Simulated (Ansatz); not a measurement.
SrCl2 (started from an entry of an open crystallographic database), relaxed with r2SCAN, was run in the PAW code Ansatz under altered settings. All numbers are computed, without spin polarisation but where a row says otherwise.

```xyz
3
Lattice="0.0000 3.4977 3.4977 3.4977 0.0000 3.4977 3.4977 3.4977 0.0000" Properties=species:S:1:pos:R:3 pbc="T T T"
Sr    0.0000    0.0000    0.0000
Cl    1.7488    1.7488    1.7488
Cl    5.2465    5.2465    5.2465
```

The base run's other keys:
```yaml
kpoints:
  mp_grid: { grid: [4, 4, 4] }
hamiltonian:
  xc: hse06
scf:
  occupations: { method: fixed }
  n_extra_bands: 4
```

It takes 11 iterations with 1687 plane waves at 420 eV and 8 k points, and leaves a mean stress of +0.19 GPa. The gap over this mesh is 6.591 eV. It ran on 4 threads of Arm Neoverse N1, with other jobs on the host.

Outcomes, with energy and stress as changes against the base:
```csv
setting,outcome,ΔF (meV/atom),Δ mean stress (GPa),gap on the mesh (eV),iterations,wall time
"PBE hybrid, exx coeff 0.75, omega 0.1 1/Å",converged,–,-1.1,10.339,17,13 s
"PBE hybrid, exx coeff 0.75, unscreened",converged,–,-1.2,11.476,16,13 s
"PBE hybrid, exx coeff 1.0, unscreened",converged,–,-1.8,13.608,18,14 s
scf.mixing.preconditioner: kerker,converged,0.0,0.0,6.591,12,11 s
```
A dash marks a value that wasn't obtained or can't be compared. Stress is positive in compression. The base took 11 s.

- PBE hybrid, exx coeff 0.75, omega 0.1 1/Å. That is 75 % exact exchange, screened with ω = 0.1 1/Å, against HSE06's 25 % screened at 0.208 1/Å. The mean stress moves by -1.1 GPa and the gap on the mesh by +3.748 eV (to 10.339). Totals of different functionals aren't comparable. The program warns that on this mesh the truncation of the exchange isn't bounded, so part of the change can be an error of the mesh.
- PBE hybrid, exx coeff 0.75, unscreened. That is 75 % exact exchange, at all ranges, against HSE06's 25 % screened at 0.208 1/Å. The mean stress moves by -1.2 GPa and the gap on the mesh by +4.885 eV (to 11.476). Totals of different functionals aren't comparable.
- PBE hybrid, exx coeff 1.0, unscreened. That is 100 % exact exchange, at all ranges, against HSE06's 25 % screened at 0.208 1/Å. The mean stress moves by -1.8 GPa and the gap on the mesh by +7.017 eV (to 13.608). Totals of different functionals aren't comparable.

Within 1 meV an atom, 0.1 GPa and 0.005 eV of the base stay: scf.mixing.preconditioner: kerker.

Spin-orbit coupling is left out.

The stress of a hybrid is loosely converged in these runs.

The meshes of the hybrids are coarse, so their gaps aren't converged to the digits shown.
